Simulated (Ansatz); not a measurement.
# Si: the cost of one run

Method: DFT PBEsol, frozen-core PAW, scalar-relativistic unless said, in Ansatz 0.2.0.

The COD entry's cell or inner coordinates are ideal or old and differ from later refinements, so a difference from it is no clean test against experiment.

1 further run of the same task is left out (it didn't finish).

## (1) The structure to begin with

Symmetry: Fd-3m, No. 227, cubic system. The conventional cell has a = 5.427 Å, b = 5.427 Å, c = 5.427 Å, α = 90.00°, β = 90.00°, γ = 90.00°. Around Si (site symmetry -43m) lie 4 Si at 2.35 Å.

As a file:

```
Si
1.0
     0.00000    2.71356    2.71356
     2.71356    0.00000    2.71356
     2.71356    2.71356    0.00000
Si
2
Cartesian
  1.3568 1.3568 1.3568
  0.0000 0.0000 0.0000
```

Cartesian axes are those of the input's lattice vectors. The structure goes back to a database entry.

## (2) Cell and atoms relaxed, PAW

input.yaml reads:

```yaml
crystal:
  lattice:
    - [0.0, 2.71356, 2.71356]
    - [2.71356, 0.0, 2.71356]
    - [2.71356, 2.71356, 0.0]
  atoms:
    - { symbol: Si, position: [0.25, 0.25, 0.25] }
    - { symbol: Si, position: [0.0, 0.0, 0.0] }
kpoints:
  mp_grid: { grid: [12, 12, 12] }
scf:
  occupations: { method: fermi_dirac, width: 0.1 }
hamiltonian:
  xc: pbesol
  pseudopotentials: { kind: paw }
relax:
  f_tol: 0.002
  max_steps: 80
  cell: {}
output:
  forces: true
  stress: true
  write_density: true
  write_potential: true
  elf: true
  volumetric_format: npy
```

On the command line:

```sh
ansatz run input.yaml --threads 1 --pin off --max-ram 3072MiB --backend cpu --events-out ev --progress --plain --runs-dir out
```

What time and memory should one allow on 1 thread of Arm Neoverse V2, shared host?

About 5 s, with a peak of 0.31 GiB.
